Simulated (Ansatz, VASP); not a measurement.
**Two plane-wave programs on Mg**

```
CELL_PARAMETERS angstrom
5.00651 0.00000 0.00000
-2.50325 4.33576 0.00000
0.00000 0.00000 3.11484
ATOMIC_POSITIONS crystal
Mg 0.33335 0.00000 0.33333
Mg 0.00000 0.33335 0.66667
Mg 0.66665 0.66665 0.00000
```

Alike in both runs: functional r2SCAN; k mesh 6 × 6 × 4; occupations gaussian, width 0.1 eV; no spin polarisation.

Ansatz relaxed the structure, and its values are those at the end. VASP's run is a single point on that final structure, the one shown.

```csv
,VASP,Ansatz
version,VASP 6.6.1,Ansatz 0.2.0
potentials or method,"VASP PAW PBE potentials, release 64 (Mg)","scalar-relativistic, plane waves, PAW"
plane-wave cutoff (eV),520,500
valence electrons in the cell,6,30
```

|  | VASP | Ansatz | Ansatz less VASP |
| --- | --- | --- | --- |
| gap on the k mesh at the Fermi level (eV) | none | none | - |
| pressure (GPa) | -0.2 | 0.0 | +0.27 |

A gap of «none» marks a metal or a gap that the smearing closes. With one functional, cell and mesh, what is left measures potentials, basis and numerics. The two sets of potentials don't hold the same shells in valence.

Caveats: the k mesh is coarse (spacing up to 0.50 Å⁻¹), so the values aren't converged; the PAW data sets were made with another functional, which shifts forces and pressure a little (VASP).
